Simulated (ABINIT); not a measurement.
The system is Mo.

```
Mo
1.0
    -1.58381    1.58381    1.58381
     1.58381   -1.58381    1.58381
     1.58381    1.58381   -1.58381
Mo
1
Direct
  0.00000 0.00000 0.00000
```

Base run:

- Program: ABINIT 10.8.3 (patched build)
- Functional: r2SCAN
- Potentials or basis: JTH PAW PBE v2.0
- Cutoff: 490 eV
- k mesh: 16 × 16 × 16
- Occupations: fermi-dirac, width 0.05 eV
- Spin: no spin polarisation

Its results: band gap on the k mesh none (metal or under the smearing width); pressure -3.3 GPa.

**Question.** The run is repeated on the same cell with these changes: k mesh from 16 × 16 × 16 to 7 × 7 × 7. What comes out?

**Answer.** Band gap on the k mesh none (metal or under the smearing width); pressure -2.5 GPa.

Caveats: some runs use coarse meshes; the PAW data sets were made with another functional, which shifts forces and pressure a little.
